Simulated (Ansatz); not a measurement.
# ZrO2: the cost of one run

Method: DFT PBE, scalar-relativistic, plane waves, PAW, in Ansatz 0.2.0.

The COD entry's cell or inner coordinates are ideal or old and differ from later refinements, so a difference from it is no clean test against experiment.

1 further run of the same task is left out (set aside as unsound or not needed).

## Step 1: The structure to begin with

It takes space group Fm-3m (No. 225, cubic). The conventional cell has a = 5.116 Å, b = 5.116 Å, c = 5.116 Å, α = 90.00°, β = 90.00°, γ = 90.00°. Zr (site symmetry m-3m) has 8 O at 2.22 Å as nearest neighbours. Around O (site symmetry -43m) lie 4 Zr at 2.22 Å.

Structure file:

```cif
data_structure
_symmetry_space_group_name_H-M 'Fm-3m'
_symmetry_Int_Tables_number 225
_cell_length_a 5.1158
_cell_length_b 5.1158
_cell_length_c 5.1158
_cell_angle_alpha 90.000
_cell_angle_beta 90.000
_cell_angle_gamma 90.000
_cell_volume 133.89
loop_
_atom_site_label
_atom_site_type_symbol
_atom_site_symmetry_multiplicity
_atom_site_Wyckoff_symbol
_atom_site_fract_x
_atom_site_fract_y
_atom_site_fract_z
_atom_site_occupancy
Zr1 Zr 4 a 0.00000 0.00000 0.00000 1
O1 O 8 c 0.25000 0.75000 0.75000 1
```

This cell was relaxed beforehand with the same method: volume 11.16 Å³/atom, gap on the mesh 3.32 eV.

## Step 2: The cell under 4 GPa

At a set pressure the run lowers the enthalpy E + PV, so the energy alone may rise along the way.

Input file input.yaml:

```yaml
crystal:
  lattice:
    - [0.0, 2.5578981887, 2.5578981887]
    - [2.5578981887, 0.0, 2.5578981887]
    - [2.5578981887, 2.5578981887, 0.0]
  atoms:
    - { symbol: Zr, position: [0.0, 0.0, 0.0] }
    - { symbol: O, position: [0.25, 0.25, 0.25] }
    - { symbol: O, position: [0.75, 0.75, 0.75] }
basis:
  ecutwfc: 420
kpoints:
  mp_grid: { grid: [8, 8, 8] }
hamiltonian:
  xc: pbe
scf:
  occupations: { method: fixed }
output:
  forces: true
  stress: true
  eigenvalues: true
relax:
  adjacent_minimum: "off"
  f_tol: 0.001
  max_steps: 60
  cell: { stress_tol: 0.02, p_target: 4.0 }
```

Command:

```console
$ ansatz run input.yaml --threads 1 --pin off --max-ram 3072MiB --backend cpu --events-out ev --progress --plain --runs-dir out
```

**Question.** How long does this run take on 1 thread of AMD EPYC 9R45 (Zen 5), shared host, and how much memory does it need?

About 2.6 s, with a peak of 0.37 GiB.
